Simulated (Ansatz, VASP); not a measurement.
## MgTe: VASP beside Ansatz

```
Mg Te
1.0
     4.39453    0.00000    0.00000
    -2.19727    3.80577    0.00000
     0.00000    0.00000    7.15689
Mg Te
2 2
Direct
  0.33333 0.66667 0.99939
  0.66667 0.33333 0.49939
  0.33333 0.66667 0.37561
  0.66667 0.33333 0.87561
```

Change from the starting cell: hydrostatic strain -4.0%.

Alike in both runs: task single point; functional r2SCAN; k mesh 6 × 6 × 4; no spin polarisation.

|  | VASP | Ansatz |
| --- | --- | --- |
| version | VASP 6.6.1 | Ansatz 0.2.0 |
| potentials or method | VASP PAW PBE potentials, release 64 (Mg, Te) | plane waves, PAW |
| plane-wave cutoff (eV) | 520 | 500 |
| occupations | gaussian, width 0.01 eV | fixed |
| valence electrons in the cell | 16 | 52 |

```csv
,VASP,Ansatz,Ansatz less VASP
gap on the k mesh at the Fermi level (eV),3.58,3.60,+0.022
pressure (GPa),5.8,5.9,+0.06
```

The two sets of potentials don't hold the same shells in valence.

Caveats: the PAW data sets were made with another functional, which shifts forces and pressure a little (VASP); spin-orbit coupling is left out, which moves the levels of the heavy elements. A k mesh can miss the band edges.
